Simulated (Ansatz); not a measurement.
Runs of Ansatz 0.2.0 on Sn. It takes space group Fd-3m (No. 227, cubic). The conventional cell has a = 6.467 Å, b = 6.467 Å, c = 6.467 Å, α = 90.00°, β = 90.00°, γ = 90.00°. Sn (site symmetry -43m) is surrounded by 4 Sn at 2.80 Å. This isn't the form of Sn at room conditions, which is tetragonal (white tin).

| task | level | spin | cell | k mesh | smearing | points for each segment of the path | mesh quality | gap on the mesh (eV) | pressure (GPa) |
| --- | --- | --- | --- | --- | --- | --- | --- | --- | --- |
| band structure | HSE03 | off | as given | 4 × 4 × 4 | fermi-dirac 0.05 eV | 4 | coarse | none | (a) |
| single point | RPBE | off | another cell of the same crystal, with 2 atoms | 7 × 7 × 7 | gaussian 0.1 eV | - | not flagged | none | 5.2 |
| single point | HSE06 | SOC, no magnetisation | as given | 3 × 3 × 3 | fermi-dirac 0.05 eV | - | coarse | none | 3.7 |
| relaxation of cell and atoms | HSE03 | off | relaxed | 4 × 4 × 4 | fermi-dirac 0.05 eV | - | coarse | none | 0.0 |

Alike in all rows: potentials or basis Ansatz PAW; cutoff (eV) 420.

Task: Fill in the values left out.

Result: (a) 2.8.

Caveats: some runs use coarse meshes; the PAW data sets come from PBE, with cores solved anew for the run's functional, which leaves a small shift of forces and pressure; the thresholds are loose for stress (some runs); spin-orbit coupling is left out, which moves the levels of the heavy elements (some runs); the plane-wave basis is chosen anew once the cell has moved, so the energies of steps on either side of that aren't comparable (some runs).

A k mesh can miss the band edges, and rows without SOC leave out spin-orbit coupling on Sn.

A gap of «none» marks a metal or a gap under the smearing width.

Runs at the PBE level aren't shown here.
